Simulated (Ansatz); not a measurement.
SrO, DFT, PBEsol, all-electron LAPW, scalar-relativistic (Ansatz 0.2.0), run on 1 thread of Intel(R) Xeon(R) 6975P-C (Granite Rapids) on a shared host.

The cell is COD entry 1100027, as deposited and not checked against the literature; nothing was relaxed. It is an old determination, and later ones may differ. The listed cell was then made from it by scaling, straining or moving an atom.

Command: `ansatz run input.yaml --threads 1 --pin off --max-ram 3072MiB --backend cpu --events-out ev --progress --plain --runs-dir out`

```yaml
crystal:
  lattice:
    - [0.0, 2.6036170359, 2.6036170359]
    - [2.6036170359, 0.0, 2.6036170359]
    - [2.6036170359, 2.6036170359, 0.0]
  atoms:
    - { symbol: Sr, position: [0.0, 0.0, 0.0] }
    - { symbol: O, position: [0.5, 0.5, 0.5] }
kpoints:
  mp_grid: { grid: [8, 8, 8] }
  band_path:
    path:
      - [0.0, 0.0, 0.0]
      - [0.5, 0.0, 0.5]
      - [0.625, 0.25, 0.625]
      - [0.375, 0.375, 0.75]
      - [0.0, 0.0, 0.0]
      - [0.5, 0.5, 0.5]
      - [0.5, 0.25, 0.75]
      - [0.5, 0.0, 0.5]
    npoints: 5
scf:
  occupations: { method: fermi_dirac, width: 0.03 }
hamiltonian:
  xc: pbesol
  pseudopotentials: { kind: all_electron, lapw: { basis_error: 0.0005 } }
output:
  forces: true
  stress: true
  eigenvalues: true
```

(1) How large is the problem that the program sets up?

(2) Estimate the wall time and the peak memory.

Results:

(1) 29 irreducible k-points, 283 plane waves at Γ, 21 bands.

(2) 3.8 s of wall time for 8 SCF iterations, with a peak of 0.29 GiB. Times on shared machines scatter by tens of per cent.
